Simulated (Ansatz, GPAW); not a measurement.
# Geometry or basis: what sets the conductance of CN in line between two Ga chains

Aim: the conductance of CN in line between two Ga chains after relaxation, and whether geometry, basis or functional moves it most.

Calculated with GPAW 26.7.0 and Ansatz 0.2.0; Ansatz plane waves; relaxation of the junction with the lead ends held, in the first sound run; inputs show where later runs differ.

## 1. The structure

The cell holds 14 atoms: 12 Ga, 1 C and 1 N. Its edges and angles: a = 9.000 Å, b = 9.000 Å, c = 32.903 Å, α = 90.0°, β = 90.0°, γ = 90.0°. Regions: left lead, 6 atoms (6 Ga); channel, 2 atoms (1 C and 1 N); right lead, 6 atoms (6 Ga). Vacuum lies along a and b. The structure is stacked along c, and the current runs across the ab planes.

## 2. Relaxation

Transmission follows bond lengths closely, so the atoms between the held lead ends are relaxed first, from a slightly shaken start that lets symmetry break.

input.yaml

```yaml
crystal:
  lattice:
    - [9.0, 0.0, 0.0]
    - [0.0, 9.0, 0.0]
    - [0.0, 0.0, 32.9027]
  atoms:
    - { symbol: Ga, position: [0.5, 0.5, 0.0387506193] }
    - { symbol: Ga, position: [0.5, 0.5, 0.1162518578] }
    - { symbol: Ga, position: [0.5, 0.5, 0.1937530963] }
    - { symbol: Ga, position: [0.5, 0.5, 0.2712543348] }
    - { symbol: Ga, position: [0.5023183992, 0.4967350861, 0.3473208974] }
    - { symbol: Ga, position: [0.4902500981, 0.4988225595, 0.4273943534] }
    - { symbol: C, position: [0.5001102421, 0.5017061468, 0.4833675396] }
    - { symbol: "N", position: [0.4970595138, 0.5088409557, 0.5174983437] }
    - { symbol: Ga, position: [0.5012451769, 0.5091319361, 0.5736390153] }
    - { symbol: Ga, position: [0.5003809817, 0.4982937349, 0.6515494411] }
    - { symbol: Ga, position: [0.5, 0.5, 0.7287456652] }
    - { symbol: Ga, position: [0.5, 0.5, 0.8062469037] }
    - { symbol: Ga, position: [0.5, 0.5, 0.8837481422] }
    - { symbol: Ga, position: [0.5, 0.5, 0.9612493807] }
kpoints:
  mp_grid: { grid: [1, 1, 3] }
hamiltonian:
  xc: pbe
scf:
  occupations: { method: fermi_dirac, width: 0.1 }
relax:
  f_tol: 0.03
  max_steps: 80
  constraints: [{ sites: [0, 1, 2, 3, 10, 11, 12, 13] }]
```

The run is started by

```sh
$ ansatz run input.yaml --threads 4 --pin off --max-ram 8192MiB --backend cpu --events-out ev --progress --plain --runs-dir out
```

Numbers of over 12 decimals in the logs are rounded to 6 here.

The log of the run:

```text
Engine: ansatz 0.2.0, x86_64-unknown-linux-gnu
Pseudopotentials: kind: paw
Pseudopotential: Ga, paw, valence charge 13, recommended cutoff 420 eV (normal), Ga.paw.azcp
Pseudopotential: C, paw, valence charge 4, recommended cutoff 420 eV (normal), C.paw.azcp
Pseudopotential: N, paw, valence charge 5, recommended cutoff 420 eV (normal), N.paw.azcp
Functional definition: PBE
  parameter kappa = 0.804
  parameter beta = 0.066725
  exchange = pbe_x(kappa = kappa, mu = beta*pi^2/3)
  correlation = pbe_c(beta = beta)
Crystal: 14 atoms, lattice volume = 2665.119 Å³
Basis set: ecut = 420 eV, 51969 PW (Γ), exchange–correlation on 128×128×450 points (8 copies of the dense FFT grid, shifted against one another)
Bands: 99, of which v1, the nominal top of the filled ones, is band 83 counted from 1 (82 counted from 0)
Symmetry: 1 space group operations
Space group: P1 (ITA 1), of the structure as read, at distance tolerance 1.4e-4 Å
k-points: 2 of 3 (time reversal used)
Non-local potential: Ga, projectors of the file, l = 0: 2, l = 1: 2, l = 2: 3, l = 3: 1
Non-local potential: C, projectors of the file, l = 0: 2, l = 1: 2, l = 2: 1
Non-local potential: N, projectors of the file, l = 0: 2, l = 1: 2, l = 2: 1
PAW form: soft (Blöchl's): semilocal exchange-correlation on the pseudo side does not see the compensation charge
PAW one-centre angular grid: Ga, 590 points (default); XC on 64 Gauss nodes
PAW one-centre angular grid: C, 110 points (default); XC on 64 Gauss nodes
PAW one-centre angular grid: N, 110 points (default); XC on 64 Gauss nodes
Initial density: superposition of atomic densities (neutral atoms: chi_scale 0, normalization atom), corrected by the library's trained network
Initial wavefunctions: pseudopotential atomic-orbital guess
Functional: x = pbe(κ = 0.804, μ = 0.219515), c = pbe(β = 0.066725)
SCF iter   1: F=—  HF=-46013.428602 eV  |F-HF|=—  |Δ(HF+E_count)|=         —  Δρ=3.84e-3  dr2=9.01e0  ethr=1.77e-3  ⟨swp⟩=7.0  Hψ=832  notcnv=0
preconditioner: auto → LDOS  [metal: Δε(μ)=0.006 eV  Ē_g=13.540 eV  σ=0.100 eV  W_gap=0.01  n_scr=244 (ndim 8)  ℏωp=9.2 eV  f_vac=0.743  D(μ)=21.84/eV (n_scr^D=84)  β→1.0]
SCF iter   2: F=—  HF=-46013.177325 eV  |F-HF|=—  |Δ(HF+E_count)|=   2.51e-1  Δρ=1.46e-3  dr2=8.64e-1  ethr=1.77e-3  ⟨swp⟩=3.0  Hψ=257  notcnv=0
SCF iter   3: F=—  HF=-46013.165158 eV  |F-HF|=—  |Δ(HF+E_count)|=   1.22e-2  Δρ=6.28e-4  dr2=2.97e-2  ethr=5.24e-4  ⟨swp⟩=2.0  Hψ=230  notcnv=0
SCF iter   4: F=—  HF=-46013.163937 eV  |F-HF|=—  |Δ(HF+E_count)|=   1.22e-3  Δρ=4.81e-4  dr2=9.04e-3  ethr=1.80e-5  ⟨swp⟩=2.0  Hψ=366  notcnv=0
SCF iter   5: F=—  HF=-46013.162412 eV  |F-HF|=—  |Δ(HF+E_count)|=   1.53e-3  Δρ=2.49e-4  dr2=7.02e-3  ethr=5.48e-6  ⟨swp⟩=2.0  Hψ=366  notcnv=0
SCF iter   6: F=—  HF=-46013.161554 eV  |F-HF|=—  |Δ(HF+E_count)|=   8.58e-4  Δρ=8.05e-5  dr2=5.73e-4  ethr=4.25e-6  ⟨swp⟩=2.0  Hψ=337  notcnv=0
SCF iter   7: F=—  HF=-46013.161531 eV  |F-HF|=—  |Δ(HF+E_count)|=   2.26e-5  Δρ=3.24e-5  dr2=9.27e-5  ethr=3.47e-7  ⟨swp⟩=2.0  Hψ=254  notcnv=0
SCF iter   8: F=-46013.161519 eV  HF=-46013.161525 eV  |F-HF|=5.66e-6  |Δ(HF+E_count)|=   5.94e-6  Δρ=1.12e-5  dr2=1.05e-5  ethr=1.36e-8  ⟨swp⟩=5.0  Hψ=758  notcnv=0
SCF 1 converged in 8 iterations: F = -46013.161519 eV  dr2 = 1.05e-5
  greatest PAW one-centre occupation: 0.995 electrons in one spin orbital (limit 2), on the Ga atom at site 8 (counted from 0), in its partial waves of l = 2
relax step   1: F+E_penalty+E_count = -46013.16151944 eV  Δ(F+E_penalty+E_count) = +0.000e0 eV  max|allowed force component| = 6.700e0 eV/Å  Δτ_max = 0.0000 Å  (8 SCF iters, dr2 threshold 2.25e-5 eV, accepted)
Initial density: handed on by an earlier stage of this run
Initial wavefunctions: those handed on with the density
iter 1 solved again at ethr=3.92e-4 eV; its pass at ethr=3.10e-3 eV (dr2=6.47e-1 eV) is discarded
SCF iter   1: F=—  HF=-46013.804379 eV  |F-HF|=—  |Δ(HF+E_count)|=         —  Δρ=4.44e-3  dr2=6.74e-1  ethr=3.92e-4  ⟨swp⟩=1.5  Hψ=752  notcnv=0
preconditioner: auto → LDOS  [metal: Δε(μ)=0.083 eV  Ē_g=13.388 eV  σ=0.100 eV  W_gap=0.20  n_scr=244 (ndim 8)  ℏωp=9.2 eV  f_vac=0.746  D(μ)=23.98/eV (n_scr^D=92)  β→1.0]
SCF iter   2: F=—  HF=-46013.721021 eV  |F-HF|=—  |Δ(HF+E_count)|=   8.34e-2  Δρ=1.80e-3  dr2=1.07e-1  ethr=3.92e-4  ⟨swp⟩=3.0  Hψ=436  notcnv=0
SCF iter   3: F=—  HF=-46013.705564 eV  |F-HF|=—  |Δ(HF+E_count)|=   1.55e-2  Δρ=4.08e-4  dr2=1.01e-2  ethr=6.47e-5  ⟨swp⟩=2.0  Hψ=425  notcnv=0
SCF iter   4: F=—  HF=-46013.704459 eV  |F-HF|=—  |Δ(HF+E_count)|=   1.11e-3  Δρ=2.07e-4  dr2=1.94e-3  ethr=6.10e-6  ⟨swp⟩=2.0  Hψ=361  notcnv=0
SCF iter   5: F=—  HF=-46013.704171 eV  |F-HF|=—  |Δ(HF+E_count)|=   2.88e-4  Δρ=1.06e-4  dr2=7.65e-4  ethr=1.18e-6  ⟨swp⟩=2.0  Hψ=364  notcnv=0
SCF iter   6: F=—  HF=-46013.704087 eV  |F-HF|=—  |Δ(HF+E_count)|=   8.34e-5  Δρ=4.23e-5  dr2=1.62e-4  ethr=4.64e-7  ⟨swp⟩=2.0  Hψ=352  notcnv=0
SCF iter   7: F=-46013.704064 eV  HF=-46013.704081 eV  |F-HF|=1.78e-5  |Δ(HF+E_count)|=   5.97e-6  Δρ=1.65e-5  dr2=2.96e-5  ethr=6.06e-8  ⟨swp⟩=3.0  Hψ=640  notcnv=0
SCF 2 converged in 7 iterations: F = -46013.704064 eV  dr2 = 2.96e-5
relax step   2: F+E_penalty+E_count = -46013.70406367 eV  Δ(F+E_penalty+E_count) = -5.425e-1 eV  max|allowed force component| = 8.449e-1 eV/Å  Δτ_max = 0.1921 Å  (7 SCF iters, dr2 threshold 1.00e-4 eV, accepted)
iter 1 solved again at ethr=2.19e-4 eV; its pass at ethr=3.10e-3 eV (dr2=3.62e-1 eV) is discarded
SCF iter   1: F=—  HF=-46014.019916 eV  |F-HF|=—  |Δ(HF+E_count)|=         —  Δρ=2.39e-3  dr2=2.60e-1  ethr=2.19e-4  ⟨swp⟩=1.0  Hψ=748  notcnv=0
preconditioner: auto → LDOS  [metal: Δε(μ)=0.085 eV  Ē_g=13.443 eV  σ=0.100 eV  W_gap=0.21  n_scr=244 (ndim 8)  ℏωp=9.2 eV  f_vac=0.745  D(μ)=23.08/eV (n_scr^D=92)  β→1.0]
SCF iter   2: F=—  HF=-46014.000589 eV  |F-HF|=—  |Δ(HF+E_count)|=   1.93e-2  Δρ=8.60e-4  dr2=2.61e-2  ethr=1.58e-4  ⟨swp⟩=2.0  Hψ=396  notcnv=0
SCF iter   3: F=—  HF=-46013.998630 eV  |F-HF|=—  |Δ(HF+E_count)|=   1.96e-3  Δρ=2.70e-4  dr2=4.40e-3  ethr=1.58e-5  ⟨swp⟩=2.0  Hψ=382  notcnv=0
SCF iter   4: F=—  HF=-46013.998059 eV  |F-HF|=—  |Δ(HF+E_count)|=   5.71e-4  Δρ=1.22e-4  dr2=1.00e-3  ethr=2.67e-6  ⟨swp⟩=2.0  Hψ=351  notcnv=0
SCF iter   5: F=—  HF=-46013.998047 eV  |F-HF|=—  |Δ(HF+E_count)|=   1.20e-5  Δρ=6.85e-5  dr2=2.35e-4  ethr=6.07e-7  ⟨swp⟩=2.0  Hψ=366  notcnv=0
SCF iter   6: F=—  HF=-46013.997995 eV  |F-HF|=—  |Δ(HF+E_count)|=   5.21e-5  Δρ=2.36e-5  dr2=5.44e-5  ethr=1.42e-7  ⟨swp⟩=2.0  Hψ=365  notcnv=0
SCF iter   7: F=-46013.997985 eV  HF=-46013.997992 eV  |F-HF|=6.70e-6  |Δ(HF+E_count)|=   2.86e-6  Δρ=1.04e-5  dr2=1.16e-5  ethr=2.70e-8  ⟨swp⟩=4.0  Hψ=594  notcnv=0
SCF 3 converged in 7 iterations: F = -46013.997985 eV  dr2 = 1.16e-5
relax step   3: F+E_penalty+E_count = -46013.99798506 eV  Δ(F+E_penalty+E_count) = -2.939e-1 eV  max|allowed force component| = 1.784e0 eV/Å  Δτ_max = 0.1933 Å  (7 SCF iters, dr2 threshold 4.46e-5 eV, accepted)
[... from here on, the SCF cycles and remarks between the steps are left out ...]
relax step   4: F+E_penalty+E_count = -46014.35335209 eV  Δ(F+E_penalty+E_count) = -3.554e-1 eV  max|allowed force component| = 2.418e0 eV/Å  Δτ_max = 0.1999 Å  (6 SCF iters, dr2 threshold 1.00e-4 eV, accepted)
relax step   5: F+E_penalty+E_count = -46014.64367637 eV  Δ(F+E_penalty+E_count) = -2.903e-1 eV  max|allowed force component| = 2.532e0 eV/Å  Δτ_max = 0.1950 Å  (6 SCF iters, dr2 threshold 1.00e-4 eV, accepted)
relax step   6: F+E_penalty+E_count = -46014.86472751 eV  Δ(F+E_penalty+E_count) = -2.211e-1 eV  max|allowed force component| = 8.910e-1 eV/Å  Δτ_max = 0.1950 Å  (7 SCF iters, dr2 threshold 1.00e-4 eV, accepted)
relax step   7: F+E_penalty+E_count = -46014.96164932 eV  Δ(F+E_penalty+E_count) = -9.692e-2 eV  max|allowed force component| = 6.878e-1 eV/Å  Δτ_max = 0.1999 Å  (7 SCF iters, dr2 threshold 9.83e-5 eV, accepted)
relax step   8: F+E_penalty+E_count = -46014.97208939 eV  Δ(F+E_penalty+E_count) = -1.044e-2 eV  max|allowed force component| = 2.899e-1 eV/Å  Δτ_max = 0.1637 Å  (7 SCF iters, dr2 threshold 5.86e-5 eV, accepted)
relax step   9: F+E_penalty+E_count = -46014.97618617 eV  Δ(F+E_penalty+E_count) = -4.097e-3 eV  max|allowed force component| = 2.346e-1 eV/Å  Δτ_max = 0.0538 Å  (6 SCF iters, dr2 threshold 1.49e-5 eV, accepted)
relax step  10: F+E_penalty+E_count = -46014.97798013 eV  Δ(F+E_penalty+E_count) = -1.794e-3 eV  max|allowed force component| = 1.056e-1 eV/Å  Δτ_max = 0.0406 Å  (6 SCF iters, dr2 threshold 9.78e-6 eV, accepted)
relax step  11: F+E_penalty+E_count = -46014.97828411 eV  Δ(F+E_penalty+E_count) = -3.040e-4 eV  max|allowed force component| = 4.944e-1 eV/Å  Δτ_max = 0.0709 Å  (7 SCF iters, dr2 threshold 2.26e-6 eV, accepted)
relax step  12: F+E_penalty+E_count = -46014.98107820 eV  Δ(F+E_penalty+E_count) = -2.794e-3 eV  max|allowed force component| = 5.494e-2 eV/Å  Δτ_max = 0.0491 Å  (5 SCF iters, dr2 threshold 4.95e-5 eV, accepted)
relax step  13: F+E_penalty+E_count = -46014.98125491 eV  Δ(F+E_penalty+E_count) = -1.767e-4 eV  max|allowed force component| = 3.524e-2 eV/Å  Δτ_max = 0.0183 Å  (8 SCF iters, accepted)
relax step  14: F+E_penalty+E_count = -46014.98171104 eV  Δ(F+E_penalty+E_count) = -4.561e-4 eV  max|allowed force component| = 5.372e-3 eV/Å  Δτ_max = 0.0262 Å  (8 SCF iters, accepted)
SCF iter   1: F=—  HF=-46014.984308 eV  |F-HF|=—  |Δ(HF+E_count)|=         —  Δρ=7.77e-4  dr2=1.47e-2  ethr=9.08e-5  ⟨swp⟩=3.5  Hψ=459  notcnv=0
preconditioner: auto → LDOS  [metal: Δε(μ)=0.094 eV  Ē_g=13.375 eV  σ=0.100 eV  W_gap=0.23  n_scr=244 (ndim 8)  ℏωp=9.2 eV  f_vac=0.739  D(μ)=24.21/eV (n_scr^D=92)  β→1.0]
SCF iter   2: F=—  HF=-46014.983033 eV  |F-HF|=—  |Δ(HF+E_count)|=   1.28e-3  Δρ=4.16e-4  dr2=5.04e-3  ethr=8.93e-6  ⟨swp⟩=2.0  Hψ=388  notcnv=0
SCF iter   3: F=—  HF=-46014.981954 eV  |F-HF|=—  |Δ(HF+E_count)|=   1.08e-3  Δρ=7.62e-5  dr2=2.16e-4  ethr=3.06e-6  ⟨swp⟩=2.0  Hψ=358  notcnv=0
SCF iter   4: F=—  HF=-46014.981944 eV  |F-HF|=—  |Δ(HF+E_count)|=   9.86e-6  Δρ=2.20e-5  dr2=2.62e-5  ethr=1.31e-7  ⟨swp⟩=2.0  Hψ=365  notcnv=0
SCF iter   5: F=—  HF=-46014.981951 eV  |F-HF|=—  |Δ(HF+E_count)|=   6.77e-6  Δρ=1.11e-5  dr2=6.54e-6  ethr=1.59e-8  ⟨swp⟩=2.0  Hψ=365  notcnv=0
SCF iter   6: F=—  HF=-46014.981950 eV  |F-HF|=—  |Δ(HF+E_count)|=   5.04e-7  Δρ=4.95e-6  dr2=2.20e-6  ethr=3.97e-9  ⟨swp⟩=2.0  Hψ=362  notcnv=0
SCF iter   7: F=—  HF=-46014.981951 eV  |F-HF|=—  |Δ(HF+E_count)|=   8.81e-8  Δρ=2.46e-6  dr2=5.95e-7  ethr=1.34e-9  ⟨swp⟩=2.0  Hψ=367  notcnv=0
SCF iter   8: F=-46014.981950 eV  HF=-46014.981951 eV  |F-HF|=4.43e-8  |Δ(HF+E_count)|=   2.93e-8  Δρ=9.32e-7  dr2=9.04e-8  ethr=6.06e-11  ⟨swp⟩=3.0  Hψ=791  notcnv=0
SCF 15 converged in 8 iterations: F = -46014.981950 eV  dr2 = 9.04e-8
relax step  15: F+E_penalty+E_count = -46014.98195048 eV  Δ(F+E_penalty+E_count) = -2.394e-4 eV  max|allowed force component| = 8.106e-3 eV/Å  Δτ_max = 0.0476 Å  (8 SCF iters, accepted)
SCF converged after 8 iterations
Free energy (F): -46014.981950 eV
Harris-Foulkes:  -46014.981951 eV  (|F-HF|=4.43e-8)
Internal energy: -46014.219251 eV  (E = F + TS)
E sigma→0 (E₀):  -46014.600601 eV
Entropy (-TS):   -0.762699 eV (-54.479 meV/atom)
Fermi energy:    -2.477925 eV
--- Per-component energies (eV) ---
  E_band       = -2441.773537
  E_kinetic    = 1566.900961
  E_local      = -48002.878083  (includes V_loc(G=0)·N_el)
  E_nonlocal   = 5122.332111
  E_hartree    = 22260.368140
  E_xc         = -918.735382
  E_vxc        = -799.952474  (∫ρ·V_xc dr)
  E_paw        = -24026.530535  (= ΣΔE_a)
  E_vpaw       = -4848.913874  (= ΣTr[D̂ρ^β])
  E_aug_tail   = -0.001297  (compensation charges beyond the density's cutoff)
  E_ewald      = -2015.675166
  E_smearing   = -0.762699  (= −TS)
  E_closure    = -0.000000  (closes the sum)
  Σ components = -46014.981950   (vs F -46014.981950, Δ=0.00e0)
--- Forces (eV/Å), atoms counted from 1 ---
  atom   1  Ga    -0.06846244    -0.02686455     0.03633436
  atom   2  Ga    -0.00511147     0.01256951     0.09467377
  atom   3  Ga     0.11929983    -0.00075549     0.04388165
  atom   4  Ga    -0.10394293    -0.00755161     0.06827523
  atom   5  Ga    -0.00290728    -0.00084247    -0.00340221
  atom   6  Ga     0.00155852     0.00233123     0.00177690
  atom   7  C      0.00286865    -0.00160019     0.00720398
  atom   8  N      0.00136048     0.00200315    -0.00810640
  atom   9  Ga    -0.00573908    -0.00378625    -0.00062954
  atom  10  Ga     0.00244514     0.00172143    -0.00174113
  atom  11  Ga     0.05761048     0.05343480    -0.01700641
  atom  12  Ga    -0.05086766    -0.06249530    -0.09170440
  atom  13  Ga    -0.02000160     0.00511831    -0.10282167
  atom  14  Ga     0.07188265     0.02671034    -0.02672789
  max |Σ_I F_I| component: 7.09e-6 eV/Å
--- Relaxed structure (15 steps of the walk, 15 accepted, 0 SCFs on fresh bases) ---
  F+E_penalty+E_count = -46014.98195048 eV   max|allowed force component| = 8.106e-3 eV/Å
  atoms:
    - { symbol: Ga, position: [0.5, 0.5, 0.0387506193] }
    - { symbol: Ga, position: [0.5, 0.5, 0.116252] }
    - { symbol: Ga, position: [0.5, 0.5, 0.193753] }
    - { symbol: Ga, position: [0.5, 0.5, 0.271254] }
    - { symbol: Ga, position: [0.581926, 0.496727, 0.347996] }
    - { symbol: Ga, position: [0.405599, 0.490493, 0.415260] }
    - { symbol: C, position: [0.503968, 0.494364, 0.476061] }
    - { symbol: N, position: [0.507946, 0.495111, 0.511967] }
    - { symbol: Ga, position: [0.583447, 0.572952, 0.570629] }
    - { symbol: Ga, position: [0.464427, 0.453185, 0.650064] }
    - { symbol: Ga, position: [0.5, 0.5, 0.728746] }
    - { symbol: Ga, position: [0.5, 0.5, 0.806247] }
    - { symbol: Ga, position: [0.5, 0.5, 0.883748] }
    - { symbol: Ga, position: [0.5, 0.5, 0.961249] }
```

It took 1.9 min on 4 threads of Intel Xeon Platinum 8559C (Emerald Rapids), shared host; peak memory 2.7 GiB; 7 min of CPU time.

This run has no spin polarisation although its electron count is odd.

Step by step:

```
step  energy less that of the first step (eV)  largest force component (eV/Å)
   1                                   0.0000                          6.6999
   2                                  -0.5425                          0.8449
   3                                  -0.8365                          1.7836
   4                                  -1.1918                          2.4179
   5                                  -1.4822                          2.5323
   6                                  -1.7032                          0.8910
   7                                  -1.8001                          0.6878
   8                                  -1.8106                          0.2899
   9                                  -1.8147                          0.2346
  10                                  -1.8165                          0.1056
  11                                  -1.8168                          0.4944
  12                                  -1.8196                          0.0549
  13                                  -1.8197                          0.0352
  14                                  -1.8202                          0.0054
  15                                  -1.8204                          0.0081
```

The atoms that moved most (Å):

```
atom      dx      dy      dz  length
 Ga9   0.740   0.574  -0.099   0.942
 Ga6  -0.762  -0.075  -0.399   0.863
 Ga5   0.716   0.000   0.022   0.717
Ga10  -0.324  -0.406  -0.049   0.521
  C7   0.035  -0.066  -0.240   0.252
  N8   0.098  -0.124  -0.182   0.241
```

This step gave:

```yaml
free_energy: -46014.9820 eV
smearing_term_ts: 0.7627 eV
symmetry_operations: 1
```

The relaxation lowered the energy of the cell by 1.82 eV.

(Part 1 of 4 ends here.)

[Logs are printed without paths, hosts, clocks, repeated set-up lines and the standing remarks that a program may print on its own settings, such as how far it seeks lower states.]

[Hosts, paths, dates, database ids (printed as entryN), source tags and the programs' standing remarks are cut or masked in the printed files.]
